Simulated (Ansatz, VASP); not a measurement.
## One calculation of HfN, two programs

The input INCAR:

```
SYSTEM = HfN
ALGO = Normal
EDIFF = 1E-6
ENCUT = 520
GGA = PE
ISIF = 2
ISMEAR = -1
LASPH = .TRUE.
LCHARG = .FALSE.
LREAL = .FALSE.
LWAVE = .FALSE.
NBANDS = 14
NELM = 100
PREC = Accurate
SIGMA = 0.03
```

File KPOINTS:

```
k-points
0
G
  10 10 10
  0 0 0
```

Contents of POSCAR:

```
HfN
1.0
    0.0225900000      2.2702950000      2.2702950000
    2.2702950000      0.0225900000      2.2702950000
    2.2702950000      2.2702950000      0.0225900000
Hf N
1 1
Direct
    0.0000000000      0.0000000000      0.0000000000
    0.5000000000      0.5000000000      0.5000000000
```

Input for Ansatz:

```yaml
crystal:
  lattice:
    - [0.02259, 2.270295, 2.270295]
    - [2.270295, 0.02259, 2.270295]
    - [2.270295, 2.270295, 0.02259]
  atoms:
    - { symbol: Hf, position: [0.0, 0.0, 0.0] }
    - { symbol: "N", position: [0.5, 0.5, 0.5] }
kpoints:
  mp_grid: { grid: [10, 10, 10] }
  band_path:
    path:
      - [0.0, 0.0, 0.0]
      - [0.5, 0.5, 0.5]
      - [0.247543133, 0.5, 0.752456867]
      - [-0.247543133, 0.247543133, 0.5]
      - [0.0, 0.0, 0.5]
      - [0.0, 0.0, 0.0]
      - [-0.3737715665, 0.0, 0.3737715665]
      - [0.0, 0.3737715665, 0.6262284335]
      - [0.0, 0.5, 0.5]
    npoints: 5
scf:
  occupations: { method: fermi_dirac, width: 0.03 }
hamiltonian:
  xc: pbe
  pseudopotentials: { kind: all_electron, lapw: { basis_error: 0.001 } }
output:
  forces: true
  stress: true
  eigenvalues: true
```

Change from the starting cell: equal xy, yz and zx shear strains of +1 %.

Alike in both runs: task single point; functional PBE; k mesh 10 × 10 × 10; occupations fermi-dirac, width 0.03 eV; no spin polarisation.

|  | VASP | Ansatz |
| --- | --- | --- |
| version | VASP 6.6.1 | Ansatz 0.2.0 |
| potentials or method | VASP PAW PBE potentials, release 64 (Hf_pv, N) | all-electron LAPW, scalar-relativistic |
| plane-wave cutoff (eV) | 520 | see its input |

|  | VASP | Ansatz | Ansatz less VASP |
| --- | --- | --- | --- |
| pressure (GPa) | 3.1 | 5.5 | +2.45 |
| largest component of the traceless stress (GPa) | 1.00 | 1.01 | +0.012 |

Ansatz ran all-electron here, so the differences hold the error of VASP's frozen core and of both bases.

Spin-orbit coupling is left out, which matters for the levels of Hf.
